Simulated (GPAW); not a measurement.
Runs of GPAW 26.7.0 on Ir. Symmetry: Fm-3m, No. 225, cubic system. The conventional cell has a = 3.831 Å, b = 3.831 Å, c = 3.831 Å, α = 90.00°, β = 90.00°, γ = 90.00°. Around Ir (site symmetry m-3m) lie 12 Ir at 2.71 Å. 

```tsv
task	level	potentials or basis	cell	k mesh	cutoff (eV)	maxiter	convergence	exx fraction	other keys	mesh quality	gap on the mesh (eV)	pressure (GPa)
single point	PBEsol	PAW data sets generated in the run's folder for this functional, pw	cell strained at random at fixed volume	12 × 12 × 12	600	150	-	-	-	not flagged	none	-1.6
single point	r2SCAN	GPAW PAW data sets (gpaw-data 1.2.1), pw	volume scaled by 1.04	9 × 9 × 9	450	120	default	-	-	not flagged	none	-10.5
single point	PBEsol	PAW data sets generated in the run's folder for this functional, pw	as given	12 × 12 × 12	600	150	-	-	-	not flagged	none	(a)
hybrid scf	r2SCANh+D4	GPAW PAW data sets (gpaw-data 1.2.1), pw	volume scaled by 1.04	3 × 3 × 3	450	40	-	0.1	several, not listed	coarse	none	-
```

Alike in all rows: no spin polarisation; smearing fermi-dirac 0.05 eV.

Estimate the missing entries.

(a) -2.0.

Caveats: some runs use coarse meshes; the PAW data sets were made with another functional, which shifts forces and pressure a little (some runs); the cutoff is short for stress and forces, so pressures can be off by a GPa or more (some runs); exact exchange converges slowly with the k mesh, and this mesh is small (some runs); the scaled meta-GGA exchange is a class typed in the script (some runs); pairwise dispersion overbinds metals, which lowers pressure and volume (some runs).

A k mesh can miss the band edges, and the runs leave out spin-orbit coupling on Ir.

A gap of «none» marks a metal or a gap under the smearing width.
